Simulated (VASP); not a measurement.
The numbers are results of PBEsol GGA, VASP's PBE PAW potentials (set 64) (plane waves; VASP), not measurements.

A VASP calculation is set up with these files.

**POSCAR**
```
CsCl
1.0
  4.0723852899   0.0000000000   0.0000000000
  0.0000000000   4.0723852899   0.0000000000
  0.0000000000   0.0000000000   4.0723852899
Cs Cl
1 1
Cart
  0.0000000000   0.0000000000   0.0000000000
  2.0361926449   2.0361926449   2.0361926449
```

File KPOINTS:
```
Automatic mesh
0
Gamma
6 6 6
0 0 0
```

### INCAR
```
GGA = PS   ! PBEsol
EDIFFG = -0.01
LWAVE = .FALSE.
ISIF = 3   ! ions, shape and volume
NELM = 100   ! most electronic steps
IBRION = 2   ! conjugate gradients
SIGMA = 0.05
SYSTEM = CsCl
LREAL = .FALSE.
ISMEAR = 0   ! Gaussian
LMAXMIX = 4
LASPH = .TRUE.
EDIFF = 1E-6
LCHARG = .FALSE.
ALGO = Normal
ENCUT = 400
NSW = 60   ! most ionic steps
PREC = Accurate
```

POTCAR, in this order: Cs_sv Cl (PBE.64 set). Program: vasp_std.

The resulting files:

OUTCAR:
```
 ion  position               nearest neighbor table
   1  0.000  0.000  0.000-
   2  0.500  0.500  0.500-
  LATTYP: Found a simple cubic cell.
 ALAT       =     4.0723852899
 Subroutine PRICEL returns:
 Original cell was already a primitive cell.
 Subroutine GETGRP returns: Found 48 space group operations
The static configuration has the point symmetry O_h .
The dynamic configuration has the point symmetry O_h .
 Subroutine INISYM returns: Found 48 space group operations
 Subroutine IBZKPT returns following result:
 Found     20 irreducible k-points:

 Following reciprocal coordinates:
            Coordinates               Weight
  0.000000  0.000000  0.000000      1.000000
  0.166667  0.000000  0.000000      6.000000
  0.333333  0.000000  0.000000      6.000000
  0.500000  0.000000  0.000000      3.000000
  0.166667  0.166667  0.000000     12.000000
  0.333333  0.166667  0.000000     24.000000
  0.500000  0.166667  0.000000     12.000000
  0.333333  0.333333  0.000000     12.000000
  0.500000  0.333333  0.000000     12.000000
  0.500000  0.500000  0.000000      3.000000
  0.166667  0.166667  0.166667      8.000000
  0.333333  0.166667  0.166667     24.000000
  0.500000  0.166667  0.166667     12.000000
  0.333333  0.333333  0.166667     24.000000
  0.500000  0.333333  0.166667     24.000000
  0.500000  0.500000  0.166667      6.000000
  0.333333  0.333333  0.333333      8.000000
  0.500000  0.333333  0.333333     12.000000
  0.500000  0.500000  0.333333      6.000000
  0.500000  0.500000  0.500000      1.000000
   k-points           NKPTS =     20   k-points in BZ     NKDIM =     20   number of bands    NBANDS=     12
   number of dos      NEDOS =    301   number of ions     NIONS =      2
   total plane-waves  NPLWV =  21952
   dimension x,y,z NGX =    28 NGY =   28 NGZ =   28
   dimension x,y,z NGXF=    56 NGYF=   56 NGZF=   56
   ions per type =               1   1
   PREC   = accura    normal or accurate (medium, high low for compatibility)
   ISTART =      0    job   : 0-new  1-cont  2-samecut
   ICHARG =      2    charge: 1-file 2-atom 10-const
   ISPIN  =      1    spin polarized calculation?
   LNONCOLLINEAR =      F non collinear calculations
   LSORBIT =      F    spin-orbit coupling
   INIWAV =      1    electr: 0-lowe 1-rand  2-diag
   ENCUT  =  400.0 eV  29.40 Ry    5.42 a.u.   6.64  6.64  6.64*2*pi/ulx,y,z
   NELM   =    100;   NELMIN=  2; NELMDL= -5     # of ELM steps
   EDIFF  = 0.1E-05   stopping-criterion for ELM
   LREAL  =      F    real-space projection
   NLSPLINE    = F    spline interpolate recip. space projectors
   LMAXMIX     =    4 max onsite mixed and CHGCAR
   VOSKOWN=      0    Vosko Wilk Nusair interpolation
   EDIFFG = -.1E-01   stopping-criterion for IOM
   NSW    =     60    number of steps for IOM
   NBLOCK =      1;   KBLOCK =     60    inner block; outer block
   IBRION =      2    ionic relax: 0-MD 1-quasi-New 2-CG
   NFREE  =      1    steps in history (QN), initial steepest desc. (CG)
   ISIF   =      3    stress and relaxation
   ISYM   =      2    0-nonsym 1-usesym 2-fastsym
   TEIN   =    0.0    initial temperature
   TEBEG  =    0.0;   TEEND  =   0.0 temperature during run
   SMASS  =  -3.00    Nose mass-parameter (am)
   PSTRESS=    0.0 pullay stress
   NELECT =      16.0000    total number of electrons
   EFERMI =   0.00;   METHOD = LEGACY
   ISMEAR =     0;   SIGMA  =   0.05  broadening in eV -4-tet -1-fermi 0-gaus
   IALGO  =     38    algorithm
   LDIAG  =      T    sub-space diagonalisation (order eigenvalues)
   IMIX   =      4    mixing-type and parameters
     AMIX     =   0.40;   BMIX     =  1.00
     AMIX_MAG =   1.60;   BMIX_MAG =  1.00
...
```

**OSZICAR**
```
       N       E                     dE             d eps       ncg     rms          rms(c)
DAV:   1     0.849268375995E+02    0.84927E+02   -0.60150E+03   480   0.931E+02
DAV:   2    -0.167535214933E+01   -0.86602E+02   -0.81512E+02   728   0.175E+02
DAV:   3    -0.714727839503E+01   -0.54719E+01   -0.54559E+01   612   0.494E+01
DAV:   4    -0.719622218880E+01   -0.48944E-01   -0.48924E-01   548   0.590E+00
DAV:   5    -0.719693134687E+01   -0.70916E-03   -0.70911E-03   600   0.683E-01    0.212E+00
DAV:   6    -0.688707661762E+01    0.30985E+00   -0.52355E-01   540   0.429E+00    0.153E+00
DAV:   7    -0.684742408924E+01    0.39653E-01   -0.17057E-01   644   0.237E+00    0.876E-01
DAV:   8    -0.684610401546E+01    0.13201E-02   -0.12833E-02   572   0.840E-01    0.123E-01
DAV:   9    -0.684622809902E+01   -0.12408E-03   -0.24561E-03   636   0.330E-01    0.101E-01
DAV:  10    -0.684630149660E+01   -0.73398E-04   -0.18352E-04   560   0.113E-01    0.209E-02
DAV:  11    -0.684631328804E+01   -0.11791E-04   -0.38290E-05   592   0.415E-02    0.562E-03
DAV:  12    -0.684631275460E+01    0.53345E-06   -0.78644E-06   556   0.178E-02
   1 F= -.68463128E+01 E0= -.68463128E+01  d E =-.684631E+01
```

File OUTCAR:
```
------------------------ aborting loop because EDIFF is reached ----------------------------------------
  FORCE on cell =-STRESS in cart. coord.  units (eV):
  Direction    XX          YY          ZZ          XY          YZ          ZX
  --------------------------------------------------------------------------------------
  Total       -0.0034591     -0.0034591     -0.0034591      0.0000000      0.0000000     -0.0000000
  in kB       -0.0820598     -0.0820598     -0.0820598      0.0000000      0.0000000     -0.0000000
  external PRESSURE =      -0.0820598 kB  Pullay stress =       0.0000000 kB
  volume of cell :       67.54
      direct lattice vectors                 reciprocal lattice vectors
     4.072385290  0.000000000  0.000000000     0.245556333  0.000000000  0.000000000
     0.000000000  4.072385290  0.000000000     0.000000000  0.245556333  0.000000000
     0.000000000  0.000000000  4.072385290     0.000000000  0.000000000  0.245556333
 POSITION                                       TOTAL-FORCE (eV/Angst)
 -----------------------------------------------------------------------------------
      0.00000      0.00000      0.00000         0.000000      0.000000      0.000000
      2.03619      2.03619      2.03619         0.000000      0.000000      0.000000
 -----------------------------------------------------------------------------------
    total drift:                                0.000000      0.000000      0.000000
  FREE ENERGIE OF THE ION-ELECTRON SYSTEM (eV)
  ---------------------------------------------------
  free  energy   TOTEN  =        -6.8463127546 eV

  energy  without entropy=       -6.8463127546  energy(sigma->0) =       -6.84631275

 reached required accuracy - stopping structural energy minimisation
```
(Selected blocks of OUTCAR.)

OUTCAR:
```
 val. band max:       -0.2098903843   @ k =   0.0000   0.0000   0.0000

 cond. band min:       5.0029316146   @ k =   0.0000   0.0000   0.0000


 Fermi energy:         0.0348743253

 k-point     1 :       0.0000    0.0000    0.0000
  band No.  band energies     occupation
      1     -19.5391      2.00000
      2     -12.4198      2.00000
      3      -5.9828      2.00000
      4      -5.9828      2.00000
      5      -5.9828      2.00000
      6      -0.2099      2.00000
      7      -0.2099      2.00000
      8      -0.2099      2.00000
      9       5.0029      0.00000
     10       5.0071      0.00000
     11       5.0071      0.00000
     12       9.9169      0.00000

 k-point     2 :       0.1667    0.0000    0.0000
  band No.  band energies     occupation
      1     -19.5151      2.00000
      2     -12.4337      2.00000
      3      -6.1458      2.00000
      4      -5.9422      2.00000
      5      -5.9422      2.00000
      6      -0.5988      2.00000
      7      -0.2777      2.00000
      8      -0.2777      2.00000
      9       5.2023      0.00000
     10       5.6050      0.00000
     11       5.7691      0.00000
     12       9.6875      0.00000

 k-point     3 :       0.3333    0.0000    0.0000
  band No.  band energies     occupation
      1     -19.4662      2.00000
      2     -12.4655      2.00000
      3      -6.4311      2.00000
      4      -5.8577      2.00000
      5      -5.8577      2.00000
      6      -1.2321      2.00000
      7      -0.4194      2.00000
      8      -0.4194      2.00000
      9       5.7160      0.00000
     10       6.7934      0.00000
     11       7.5663      0.00000
     12       9.4335      0.00000

 k-point     4 :       0.5000    0.0000    0.0000
  band No.  band energies     occupation
      1     -19.4413      2.00000
      2     -12.4836      2.00000
      3      -6.5565      2.00000
      4      -5.8136      2.00000
      5      -5.8136      2.00000
      6      -1.5043      2.00000
...
```

Unless said otherwise, spin-orbit coupling is left out, though it shifts the bands of the heavy elements here.

The structure comes from a measured CsCl entry (Pm-3m) of the Crystallography Open Database, whose conditions weren't checked. It was relaxed first. The start is the result of an earlier pass.
